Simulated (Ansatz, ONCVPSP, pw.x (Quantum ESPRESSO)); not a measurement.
**pw.x on fcc W: one setting changed**

Potential: optimised norm-conserving Vanderbilt (ONCV), ONCVPSP 4.0.1.1 (patched build), PBE; core [Kr] 4d10 4f14, reference 5s2 5p6 5d4 6s2; waves: 5s+6s: rc 2.14 bohr, ncon 5, nbas 9, qcut 7.2 1/bohr, 3 projectors, debl 3.6 Ha; 5p: rc 1.80 bohr, ncon 4, nbas 8, qcut 7.1 1/bohr, 2 projectors, debl 3.3 Ha; 5d: rc 1.86 bohr, ncon 5, nbas 10, qcut 6.6 1/bohr, 1 projector; local part: polynomial inside 1.64 bohr (lpopt 5, dvloc0 0 Ha); core correction: none.

The reference run (k-mesh 14³, cutoffs 45/180 Ry, Fermi–Dirac 0.01 Ry, mixing_beta 0.4, conv_thr 1e-9, no spin) gives -2.81 GPa at 16.478 Å³/atom, where all-electron LAPW gives -0.06 GPa. This run, with its own iteration cap, changes nbnd to 10.

```
&control
  calculation='scf', prefix='x', pseudo_dir='./', outdir='./tmp', tstress=.true., disk_io='none'
/
&system
  ibrav=0, nat=1, ntyp=1, ecutwfc=45, ecutrho=180, nbnd=10,
  occupations='smearing', smearing='fd', degauss=0.01
/
&electrons
  conv_thr=1e-09, mixing_beta=0.4, electron_maxstep=60
/
ATOMIC_SPECIES
W 1.0 W.UPF
CELL_PARAMETERS angstrom
  0.00000000 2.01972156 2.01972156
  2.01972156 0.00000000 2.01972156
  2.01972156 2.01972156 0.00000000
ATOMIC_POSITIONS crystal
W 0.0000 0.0000 0.0000
K_POINTS automatic
14 14 14 0 0 0
```

```bash
pw.x < W.scf.in > W.scf.out
```

Task: How does the run end?

Result: It converges in 7 iterations; the free energy moves by +0.0 meV/atom and the pressure by -0.01 GPa. The result is that of the reference run.

```
Message from routine setup:
     using ibrav=0 with symmetry is DISCOURAGED, use correct ibrav instead
     lattice parameter (alat)  =       5.3977  a.u.
     unit-cell volume          =     111.1991 (a.u.)^3
     number of electrons       =        14.00
     number of Kohn-Sham states=           10
     kinetic-energy cutoff     =      45.0000  Ry
     charge density cutoff     =     180.0000  Ry
     scf convergence threshold =      1.0E-09
     Exchange-correlation= PBE
     number of k points=   104  Fermi-Dirac smearing, width (Ry)=  0.0100
     iteration #  1     ecut=    45.00 Ry     beta= 0.40
     total energy              =    -137.42698148 Ry
     estimated scf accuracy    <       0.03656164 Ry
     iteration #  2     ecut=    45.00 Ry     beta= 0.40
     total energy              =    -137.42673645 Ry
     estimated scf accuracy    <       0.00618918 Ry
     iteration #  3     ecut=    45.00 Ry     beta= 0.40
     total energy              =    -137.42777349 Ry
     estimated scf accuracy    <       0.00033495 Ry
     iteration #  4     ecut=    45.00 Ry     beta= 0.40
     total energy              =    -137.42779995 Ry
     estimated scf accuracy    <       0.00009331 Ry
     iteration #  5     ecut=    45.00 Ry     beta= 0.40
     total energy              =    -137.42782354 Ry
     estimated scf accuracy    <       0.00000288 Ry
     iteration #  6     ecut=    45.00 Ry     beta= 0.40
     total energy              =    -137.42782412 Ry
     estimated scf accuracy    <       0.00000002 Ry
     iteration #  7     ecut=    45.00 Ry     beta= 0.40
     the Fermi energy is    20.9770 ev
!    total energy              =    -137.42782413 Ry
     estimated scf accuracy    <          5.5E-10 Ry
     smearing contrib. (-TS)   =      -0.00527334 Ry
     The total energy is F=E-TS. E is the sum of the following terms:
     one-electron contribution =     -21.65549659 Ry
     hartree contribution      =      17.23662753 Ry
     xc contribution           =     -15.28050233 Ry
     ewald contribution        =    -117.72317939 Ry
     convergence has been achieved in   7 iterations
          total   stress  (Ry/bohr**3)                   (kbar)     P=      -28.19
     Message from routine punch:
     Nothing written, as per user request (disk_io='none')
```

The run took about 4.3 s on one core of a shared host (Intel(R) Xeon(R) 6975P-C, 192 threads, 1512 GiB, load 46).
